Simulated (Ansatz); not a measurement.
Input for Ansatz (plane-wave DFT, PAW):

```yaml
crystal:
  lattice:
    - [5.67805379, 0.0, 0.0]
    - [0.0, 5.67805379, 0.0]
    - [0.0, 0.0, 2.94961558]
  atoms:
    - { symbol: S, position: [0.88339138, 0.9098088825, 0.5] }
    - { symbol: S, position: [0.11660862, 0.11660862, 0.5] }
    - { symbol: S, position: [0.38339138, 0.61660862, 0.0] }
    - { symbol: S, position: [0.61660862, 0.38339138, 0.0] }
basis:
  ecutwfc: 420
kpoints:
  mp_grid: { grid: [8, 8, 12] }
hamiltonian:
  xc: pbesol
scf:
  occupations: { method: gaussian, width: 0.1 }
output:
  forces: true
  stress: true
  eigenvalues: true
```

Launched with
```bash
ansatz run input.yaml --threads 1 --pin off --max-ram 1331MiB --backend cpu --events-out ev --progress --plain --runs-dir out
```

The calculation used DFT PBEsol, scalar-relativistic, plane waves, PAW in Ansatz 0.2.0.

Part of what the program printed, abridged (final results; tables in files aren't shown):

```
SCF 1 converged in 8 iterations: F = -3538.003056 eV  dr2 = 1.14e-8
SCF converged after 8 iterations
Free energy (F): -3538.003056 eV
Harris-Foulkes:  -3538.003056 eV  (|F-HF|=7.08e-9)
Internal energy: -3537.983213 eV  (E = F + TS)
E sigma→0 (E₀):  -3537.993134 eV
Entropy (-TS):   -0.019843 eV (-4.961 meV/atom)
Fermi energy:    4.174587 eV
--- Per-component energies (eV) ---
  E_band       = -62.833125
  E_kinetic    = 424.257779
  E_local      = -628.456371  (includes V_loc(G=0)·N_el)
  E_nonlocal   = 117.279206
  E_hartree    = 194.484553
  E_xc         = -380.849370
  E_vxc        = -344.511989  (∫ρ·V_xc dr)
  E_paw        = -2336.901023  (= ΣΔE_a)
  E_vpaw       = -20.369391  (= ΣTr[D̂ρ^β])
  E_aug_tail   = 0.000006  (compensation charges beyond the density's cutoff)
  E_ewald      = -928.045791
  E_core_change = 0.247797  (= ΣΔE_core)
  E_smearing   = -0.019843  (= −TS)
--- Forces (eV/Å), atoms counted from 1 ---
  atom   1  S     -3.79820781    -3.42492661     0.00000000
  atom   2  S      3.79970545     3.40144125     0.00000000
  atom   3  S     -0.63710555     0.57744868     0.00000000
  atom   4  S      0.63560611    -0.55396457     0.00000000
--- Stress (GPa, compression-positive) ---
        8.440510       6.287696       0.000000
        6.287696       6.486013       0.000000
        0.000000       0.000000      -1.364865
  P = ⅓ Tr σ = 4.5206 GPa (45.206 kbar)
--- Band table (eV; the first three rows and the last of 238) ---
  k-point 0: bands = ["-13.2928", "-12.1710", "-6.6217", "-6.5097", "-1.5962", "-0.9336", "-0.7873", "-0.2008", "1.7675", "2.3945", "3.3084", "5.0807", "6.9181", "6.9798", "8.6988", "9.3446"]
  k-point 1: bands = ["-13.2364", "-12.1161", "-6.5496", "-6.4389", "-1.5697", "-0.8784", "-0.7333", "-0.1412", "1.8513", "1.9015", "2.8394", "5.0991", "6.4424", "6.5088", "8.7315", "9.3802"]
  k-point 2: bands = ["-13.0762", "-11.9604", "-6.3417", "-6.2349", "-1.5205", "-0.7229", "-0.5816", "0.0264", "0.7958", "1.8127", "2.1114", "5.1342", "5.3637", "5.4307", "8.7431", "9.4031"]
  k-point 237: bands = ["-12.2803", "-11.1940", "-5.2857", "-5.2269", "-2.6334", "-1.9971", "-0.3272", "-0.0472", "0.1829", "0.2351", "2.4371", "2.5921", "4.7980", "4.8326", "7.9021", "8.4538"]
```

The calculation finished and met its thresholds.

The cell holds molecules, and where no dispersion correction was added their binding is poorly described. Spin polarisation was left out, and a magnetic state may lie lower.